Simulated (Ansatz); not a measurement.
# SnO2: the cost of one run

Computed with Ansatz 0.2.0 (DFT PBEsol, scalar-relativistic, plane waves, PAW, unless a step's input says otherwise).

1 further run of the same task is left out (set aside as unsound or not needed).

## (1) The structure to begin with

It takes space group P4_2/mnm (No. 136, tetragonal). Conventional cell: a = 4.769 Å, b = 4.769 Å, c = 3.211 Å, α = 90.00°, β = 90.00°, γ = 90.00°. Sn (site symmetry mmm) is surrounded by 6 O at 2.07 Å. O (site symmetry m2m) is surrounded by 3 Sn at 2.07 Å.

As a file:

```cif
data_structure
_symmetry_space_group_name_H-M 'P4_2/mnm'
_symmetry_Int_Tables_number 136
_cell_length_a 4.7687
_cell_length_b 4.7687
_cell_length_c 3.2114
_cell_angle_alpha 90.000
_cell_angle_beta 90.000
_cell_angle_gamma 90.000
_cell_volume 73.03
loop_
_atom_site_label
_atom_site_type_symbol
_atom_site_symmetry_multiplicity
_atom_site_Wyckoff_symbol
_atom_site_fract_x
_atom_site_fract_y
_atom_site_fract_z
_atom_site_occupancy
Sn1 Sn 2 a 0.00000 0.00000 0.00000 1
O1 O 4 f 0.30630 0.30630 0.00000 1
```

This cell was relaxed beforehand with the same method: volume 12.17 Å³/atom, gap on the mesh 0.92 eV.

## (2) What is varied

The energy is mapped over two normal modes frozen in (zone-centre modes of the cell shown).

- amplitude of mode 4 (103 cm⁻¹), largest displacement: 9 values from −0.598 to 0.598 Å
- amplitude of mode 5 (143 cm⁻¹), largest displacement: 9 values from −0.215 to 0.215 Å

Nothing else is relaxed (the cell and all other modes fixed). Energies count from the relaxed high-symmetry cell. Points are written as (first, second).

The modes come from a phonon run on the reference cell, made beforehand.

Displacement patterns for an amplitude of 1 (Å):

| atom | x1 | y1 | z1 | x2 | y2 | z2 |
| --- | --- | --- | --- | --- | --- | --- |
| Sn1 | 0.000 | 0.000 | 0.000 | 0.000 | 0.000 | 1.000 |
| Sn2 | 0.000 | 0.000 | 0.000 | 0.000 | 0.000 | -1.000 |
| O3 | 0.707 | -0.707 | 0.000 | 0.000 | 0.000 | -0.574 |
| O4 | -0.707 | -0.707 | 0.000 | 0.000 | 0.000 | 0.574 |
| O5 | -0.707 | 0.707 | 0.000 | 0.000 | 0.000 | -0.574 |
| O6 | 0.707 | 0.707 | 0.000 | 0.000 | 0.000 | 0.574 |

## (3) The run at (−0.598 Å, −0.215 Å)

input.yaml

```yaml
crystal:
  lattice:
    - [4.7687243422, 0.0, 0.0]
    - [0.0, 4.7687243422, 0.0]
    - [0.0, 0.0, 3.2113691866]
  atoms:
    - { symbol: Sn, position: [0.0, 0.0, -0.0669496366] }
    - { symbol: Sn, position: [0.5, 0.5, 0.5669496366] }
    - { symbol: O, position: [0.2176265853, 0.3949695495, 0.0384145629] }
    - { symbol: O, position: [0.2823734147, 0.8949695495, 0.4615854371] }
    - { symbol: O, position: [0.7823734147, 0.6050304505, 0.0384145629] }
    - { symbol: O, position: [0.7176265853, 0.1050304505, 0.4615854371] }
basis:
  ecutwfc: 520.0
kpoints:
  mp_grid: { grid: [6, 6, 8] }
hamiltonian:
  xc: pbesol
  pseudopotentials: { kind: paw, azcp: { folder: soft_1 } }
scf:
  occupations: { method: gaussian, width: 0.05 }
output:
  forces: true
  stress: true
  eigenvalues: true
```

Launch:

```sh
> ansatz run input.yaml --threads 2 --pin off --max-ram 4096MiB --backend cpu --events-out ev --progress --plain --runs-dir out
```

What time and memory should one allow on 2 threads of Arm Neoverse N1, shared host?

About 21 s, with a peak of 0.43 GiB.
